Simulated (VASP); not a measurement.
# P (R-3m) in VASP: a series of runs

The runs below take P through relaxation of cell and atoms, vibrations by finite differences, with PBEsol+D3(BJ).

Program: VASP 6.6.1. These are calculated values, not measurements. Logs are shortened: lines on timing, memory, paths and dates and some standing lists are left out, and cuts for length are marked.

### Step 1. The crystal as given

It takes space group R-3m (No. 166, trigonal). The conventional cell has a = 3.451 Å, b = 3.451 Å, c = 9.389 Å, α = 90.00°, β = 90.00°, γ = 120.00°. P (site symmetry 3m) has 3 P at 2.29 Å as nearest neighbours.

This isn't the form of P at room conditions, which is orthorhombic.

### Step 2. Relaxation of cell and atoms, PBEsol+D3(BJ), target pressure 7.4 GPa, at which the enthalpy is minimised

File INCAR:

```
SYSTEM = P
ALGO = Normal ; EDIFF = 1E-7
EDIFFG = -0.002 ; ENCUT = 520
GGA = PS ; IBRION = 2
ISIF = 3 ; ISMEAR = 0
IVDW = 12 ; LASPH = .TRUE.
LCHARG = .FALSE. ; LREAL = .FALSE.
LWAVE = .FALSE. ; NELM = 100
NSW = 80 ; PREC = Accurate
PSTRESS = 74.0 ; SIGMA = 0.02
```

File KPOINTS:

```
k-points
0
G
  3 3 3
  0 0 0
```

File POSCAR:

```
P
1.0
    1.7257251800      0.9963479000      3.1296800100
   -1.7257251800      0.9963479000      3.1296800100
    0.0000000000     -1.9926957900      3.1296800100
P
2
Direct
    0.2270802500      0.2270802500      0.2270802500
    0.7729197500      0.7729197500      0.7729197500
```

Potentials or basis: VASP PAW PBE potentials, release 64 (P).

The run is started by

```
cat potpaw_PBE.64/P/POTCAR > POTCAR
mpirun -np 1 vasp_std > vasp.out
```

OUTCAR:

```text
SYSTEM = P
   EDIFF = 1E-7
   EDIFFG = -0.002
   ENCUT = 520
   GGA = PS
   IBRION = 2
   ISIF = 3
   ISMEAR = 0
   IVDW = 12
   LASPH = .TRUE.
   LREAL = .FALSE.
   NELM = 100
   NSW = 80
   PREC = Accurate
   PSTRESS = 74.0
 IVDW          = 12

 ion  position               nearest neighbor table
   1  0.227  0.227  0.227-   2 2.29   2 2.29   2 2.29   2 2.82   2 2.82   2 2.82
   2  0.773  0.773  0.773-   1 2.29   1 2.29   1 2.29   1 2.82   1 2.82   1 2.82

  LATTYP: Found a trigonal (rhomboedric) cell.
 ALAT       =     3.7102201417
 COS(alpha) =     0.5673129373

  Lattice vectors:

 A1 = (   1.7257251800,   0.9963479000,   3.1296800100)
 A2 = (  -1.7257251800,   0.9963479000,   3.1296800100)
 A3 = (   0.0000000000,  -1.9926957900,   3.1296800100)

Analysis of symmetry for initial positions (statically):
=====================================================================
 Subroutine PRICEL returns:
 Original cell was already a primitive cell.

 Routine SETGRP: Setting up the symmetry group for a
 trigonal (rhombohedral) supercell.

 Subroutine GETGRP returns: Found 12 space group operations
 (whereof 12 operations were pure point group operations)
 out of a pool of 12 trial point group operations.

The static configuration has the point symmetry D_3d.

Analysis of symmetry for dynamics (positions and initial velocities):
=====================================================================
 Subroutine PRICEL returns:
 Original cell was already a primitive cell.

 Routine SETGRP: Setting up the symmetry group for a
 trigonal (rhombohedral) supercell.

 Subroutine GETGRP returns: Found 12 space group operations
 (whereof 12 operations were pure point group operations)
 out of a pool of 12 trial point group operations.

The dynamic configuration has the point symmetry D_3d.

 Subroutine INISYM returns: Found 12 space group operations
 (whereof 12 operations are pure point group operations),
 and found     1 'primitive' translations

----------------------------------------------------------------------------------------

                                     Primitive cell

  volume of cell :      32.2875

  direct lattice vectors                    reciprocal lattice vectors
     1.725725180  0.996347900  3.129680010     0.289733270  0.167277582  0.106507161
    -1.725725180  0.996347900  3.129680010    -0.289733270  0.167277582  0.106507161
     0.000000000 -1.992695790  3.129680010     0.000000000 -0.334555163  0.106507162

  length of vectors
     3.710220142  3.710220142  3.710220139     0.351099605  0.351099605  0.351099605

  position of ions in fractional coordinates (direct lattice)
     0.227080250  0.227080250  0.227080250
     0.772919750  0.772919750  0.772919750

  ion indices of the primitive-cell ions
   primitive index   ion index
                 1           1
                 2           2

----------------------------------------------------------------------------------------

 KPOINTS: k-points

Automatic generation of k-mesh.
 Grid dimensions read from file:
 generate k-points for:    3    3    3

 Generating k-lattice:

  Cartesian coordinates                     Fractional coordinates (reciprocal lattice)
     0.096577757  0.055759194  0.035502387     0.333333333  0.000000000  0.000000000
    -0.096577757  0.055759194  0.035502387     0.000000000  0.333333333  0.000000000
     0.000000000 -0.111518388  0.035502387     0.000000000  0.000000000  0.333333333

  Length of vectors
     0.117033202  0.117033202  0.117033202

  Shift w.r.t. Gamma in fractional coordinates (k-lattice)
     0.000000000  0.000000000  0.000000000

 Subroutine IBZKPT returns following result:
 ===========================================

 Found      6 irreducible k-points:

 Following reciprocal coordinates:
            Coordinates               Weight
  0.000000  0.000000  0.000000      1.000000
  0.333333  0.000000 -0.000000      6.000000
  0.333333  0.333333 -0.000000      6.000000
 -0.333333  0.333333  0.000000      6.000000
  0.333333  0.333333  0.333333      2.000000
 -0.333333  0.333333  0.333333      6.000000
   k-points           NKPTS =      6   k-points in BZ     NKDIM =      6   number of bands    NBANDS=      9
   number of dos      NEDOS =    301   number of ions     NIONS =      2
   total plane-waves  NPLWV =  21952
   dimension x,y,z NGX =    28 NGY =   28 NGZ =   28
   dimension x,y,z NGXF=    56 NGYF=   56 NGZF=   56
   ions per type =               2
   NGX,Y,Z   is equivalent  to a cutoff of  12.55, 12.55, 12.55 a.u.
   NGXF,Y,Z  is equivalent  to a cutoff of  25.09, 25.09, 25.09 a.u.
 SYSTEM =  P
   PREC   = accura    normal or accurate (medium, high low for compatibility)
   ISTART =      0    job   : 0-new  1-cont  2-samecut
   ICHARG =      2    charge: 1-file 2-atom 10-const
   ISPIN  =      1    spin polarized calculation?
   LNONCOLLINEAR =      F non collinear calculations
   LSORBIT =      F    spin-orbit coupling
   LASPH  =      T    aspherical Exc in radial PAW
   ENCUT  =  520.0 eV  38.22 Ry    6.18 a.u.   6.90  6.90  6.90*2*pi/ulx,y,z
   NELM   =    100;   NELMIN=  2; NELMDL= -5     # of ELM steps
   EDIFF  = 0.1E-06   stopping-criterion for ELM
   LREAL  =      F    real-space projection
   EDIFFG = -.2E-02   stopping-criterion for IOM
   NSW    =     80    number of steps for IOM
   IBRION =      2    ionic relax: 0-MD 1-quasi-New 2-CG
   NFREE  =      1    steps in history (QN), initial steepest desc. (CG)
   ISIF   =      3    stress and relaxation
   ISYM   =      2    0-nonsym 1-usesym 2-fastsym
   POTIM  = 0.5000    time-step for ionic-motion
   TEBEG  =    0.0;   TEEND  =   0.0 temperature during run
   PSTRESS=   74.0 pullay stress
   NELECT =      10.0000    total number of electrons
   NUPDOWN=      -1.0000    fix difference up-down
   EMIN   =  10.00;   EMAX   =-10.00  energy-range for DOS
   EFERMI =   0.00;   METHOD = LEGACY
   ISMEAR =     0;   SIGMA  =   0.02  broadening in eV -4-tet -1-fermi 0-gaus
   EFERMI_NEDOS =   21; number of points for ismear=-14 and -15
   IALGO  =     38    algorithm
   IMIX   =      4    mixing-type and parameters
     AMIX     =   0.40;   BMIX     =  1.00
     AMIX_MAG =   1.60;   BMIX_MAG =  1.00
  volume/ion in A,a.u.               =      16.14       108.94
  Fermi-wavevector in a.u.,A,eV,Ry     =   1.107636  2.093128 16.692396  1.226857
  Thomas-Fermi vector in A             =   2.244152
   LORBIT       =      0    0 simple, 1 ext, 2 COOP (PROOUT), +10 PAW based schemes
   GGA     = PS    functional components
   LHFCALC =     F    Hartree Fock is set to
   AEXX    =    0.0000 exact exchange contribution
   IVDW    =    12    specifies the selected vdW correction
   LEPSILON=     F    determine dielectric tensor
   LRPA    =     F    only Hartree local field effects (RPA)
 conjugate gradient relaxation of ions
 non-spin polarized calculation
 Gauss-broadening in eV      SIGMA  =   0.02
  energy-cutoff  :      520.00
  volume of cell :       32.29
 maximum number of plane-waves:       875
   NGX = 13   NGY = 13   NGZ = 13

--------------------------------------- Ionic step        1  -------------------------------------------

 number of electron      10.0000000 magnetization

 Free energy of the ion-electron system (eV)
  ---------------------------------------------------
  ext. energy  EPLUGINS =         0.00000000
  ---------------------------------------------------
  free energy    TOTEN  =       -11.50118882 eV

  energy without entropy =      -11.50118882  energy(sigma->0) =      -11.50118882

 E-fermi :   9.2603     XC(G=0): -10.8663

 val. band max:        9.1086341729   @ k =   0.3333   0.3333   0.3333
 cond. band min:       9.3591243423   @ k =   0.3333   0.3333   0.3333
 fundamental gap:      0.2504901694
 Fermi energy:         9.2603361671

 k-point     1 :       0.0000    0.0000    0.0000
  band No.  band energies     occupation
      1      -7.5634      2.00000
      2       5.3113      2.00000
      3       5.7584      2.00000
      4       6.1146      2.00000
      5       6.1146      2.00000
      6      10.3975      0.00000
      7      11.6014      0.00000
      8      11.6014      0.00000
      9      14.6602      0.00000
[... 175 lines left out ...]
  FREE ENERGIE OF THE ION-ELECTRON SYSTEM (eV)
  ---------------------------------------------------
  free  energy   TOTEN  =       -12.1740530106 eV

  energy  without entropy=      -12.1717676429  energy(sigma->0) =      -12.17291033

  enthalpy is  TOTEN    =       -10.8127089078 eV   P V=        1.3613441028

[... ionic steps 4 to 9 ...]

--------------------------------------- Ionic step       10  -------------------------------------------

 number of electron      10.0000001 magnetization

------------------------ aborting loop because EDIFF is reached ----------------------------------------

 Edisp (eV)   -0.80125

 E8    (eV) :    -0.4754
[... 73 lines left out ...]
  enthalpy is  TOTEN    =       -10.8385154452 eV   P V=        1.3077126606

--------------------------------------- Ionic step       12  -------------------------------------------

 number of electron      10.0000001 magnetization

 Free energy of the ion-electron system (eV)
  ---------------------------------------------------
  ext. energy  EPLUGINS =         0.00000000
  ---------------------------------------------------
  free energy    TOTEN  =       -11.34470740 eV

  energy without entropy =      -11.34242203  energy(sigma->0) =      -11.34356471

 E-fermi :  10.7008     XC(G=0): -11.4611

 val. band max:        9.9909247679   @ k =   0.3333   0.0000  -0.0000
 cond. band min:      10.7069081211   @ k =   0.3333   0.3333  -0.0000
 fundamental gap:      0.7159833532
 Fermi energy:        10.7008167172

 k-point     1 :       0.0000    0.0000    0.0000
  band No.  band energies     occupation
      1      -7.0413      2.00000
      2       7.3886      2.00000
      3       7.6996      2.00000
      4       7.6996      2.00000
      5       8.2730      2.00000
      6      12.3849      0.00000
      7      13.5688      0.00000
      8      13.5688      0.00000
      9      16.4460      0.00000
[... 91 lines left out ...]
  FREE ENERGIE OF THE ION-ELECTRON SYSTEM (eV)
  ---------------------------------------------------
  free  energy   TOTEN  =       -12.1456654894 eV

  energy  without entropy=      -12.1433801217  energy(sigma->0) =      -12.14452281

  enthalpy is  TOTEN    =       -10.8385279481 eV   P V=        1.3071375414

 reached required accuracy - stopping structural energy minimisation
```

Run time: 24 s. Hardware: 1 thread of Intel Xeon Platinum 8259CL at 2.50GHz (Skylake/Cascade Lake), shared host; peak memory 0.15 GiB.

Results:

| Quantity | Value |
| --- | --- |
| Free energy | -12.1457 eV |
| Relaxed volume | 14.15 Å³/atom |
| Relaxed cell | a = 3.524 Å, b = 3.524 Å, c = 3.524 Å, α = 56.31°, β = 56.31°, γ = 56.31° |
| Space group after relaxing (to 0.05 Å) | R-3m (No. 166) |
| Energy change on relaxing (the enthalpy is what falls) | +27.8 meV/atom |
| Ionic steps | 12 |
| Pressure after relaxing | 7.4 GPa |
| Band gap on the k mesh | none (metal or under the smearing width) |
| Dispersion energy per atom | -0.400 eV |

The path:
| step | energy change (eV) | largest force (eV/Å) | pressure (GPa) | volume (Å³) |
| --- | --- | --- | --- | --- |
| 1 | 0.0000 | 0.5458 | 0.39 | 32.29 |
| 2 | 0.0473 | 0.4733 | 6.56 | 29.08 |
| 3 | 0.0272 | 0.3074 | 4.50 | 29.47 |
| 4 | 0.0315 | 0.3477 | 4.99 | 29.38 |
| 5 | 0.0882 | 0.5558 | 11.58 | 27.96 |
| 6 | 0.0612 | 0.4678 | 9.13 | 28.46 |
| 7 | 0.0501 | 0.0293 | 6.95 | 28.43 |
| 8 | 0.0498 | 0.0168 | 7.16 | 28.43 |
| 9 | 0.0532 | 0.0129 | 7.35 | 28.35 |
| 10 | 0.0561 | 0.0102 | 7.50 | 28.29 |
| 11 | 0.0550 | 0.0129 | 7.28 | 28.31 |
| 12 | 0.0556 | 0.0001 | 7.40 | 28.30 |

Final structure:
```
CELL_PARAMETERS angstrom
1.66281 0.96003 2.95476
-1.66281 0.96003 2.95476
0.00000 -1.92005 2.95476
ATOMIC_POSITIONS crystal
P 0.22845 0.22845 0.22845
P 0.77155 0.77155 0.77155
```

Levels at points of the mesh, in eV from the Fermi level:
| k point | band 2 | band 3 | band 4 | band 5 | band 6 | band 7 | band 8 | band 9 |
| --- | --- | --- | --- | --- | --- | --- | --- | --- |
| (0.00, 0.00, 0.00) | -3.31 | -3.00 | -3.00 | -2.43 | 1.68 | 2.87 | 2.87 | 5.75 |

Caveat: the k mesh is coarse (spacing up to 0.74 Å⁻¹), so the values aren't converged; the cell is relaxed towards a set pressure, so the enthalpy falls and the energy may rise; the PAW data sets were made with another functional, which shifts forces and pressure a little; pairwise dispersion overbinds metals, which lowers pressure and volume.

### Step 3. Relaxation of cell and atoms, PBEsol+D3(BJ), target pressure 7.4 GPa, at which the enthalpy is minimised

This run uses another cell than the first one, of 14.15 Å³/atom, 0.877 times its volume.

INCAR is that of step 2.

KPOINTS is that of step 2.

File POSCAR:

```
P                                       
1.0
    1.6628140244      0.9600261275      2.9547597227
   -1.6628140244      0.9600261275      2.9547597227
    0.0000000000     -1.9200522442      2.9547597223
  P             
     2
Direct
     0.2284525024089168    0.2284525024089168    0.2284525024088871
     0.7715474975910832    0.7715474975910832    0.7715474975911130
```

Potentials or basis: VASP PAW PBE potentials, release 64 (P).

The run is started by

```
cat potpaw_PBE.64/P/POTCAR > POTCAR
mpirun -np 1 vasp_std > vasp.out
```

Wall time 3.4 s (1 thread of Intel Xeon Platinum 8259CL at 2.50GHz (Skylake/Cascade Lake), shared host); peak memory 0.15 GiB.

The run converged. Its results:

| Quantity | Value |
| --- | --- |
| Free energy | -12.1447 eV |
| Pressure after relaxing | 7.4 GPa |
| Band gap on the k mesh | none (metal or under the smearing width) |
| Dispersion energy per atom | -0.400 eV |

Final structure:
```
CELL_PARAMETERS angstrom
1.66281 0.96003 2.95476
-1.66281 0.96003 2.95476
0.00000 -1.92005 2.95476
ATOMIC_POSITIONS crystal
P 0.22845 0.22845 0.22845
P 0.77155 0.77155 0.77155
```

Levels at points of the mesh, in eV from the Fermi level:
| k point | band 3 | band 4 | band 5 | band 6 | band 7 | band 8 |
| --- | --- | --- | --- | --- | --- | --- |
| (0.00, 0.00, 0.00) | -3.00 | -3.00 | -2.43 | 1.68 | 2.87 | 2.87 |

Caveat: the k mesh is coarse (spacing up to 0.76 Å⁻¹), so the values aren't converged; the relaxation stopped at its first step, so nothing moved; the cell is relaxed towards a set pressure, so the enthalpy falls and the energy may rise; the PAW data sets were made with another functional, which shifts forces and pressure a little; pairwise dispersion overbinds metals, which lowers pressure and volume.

[end of part 1 of 2]
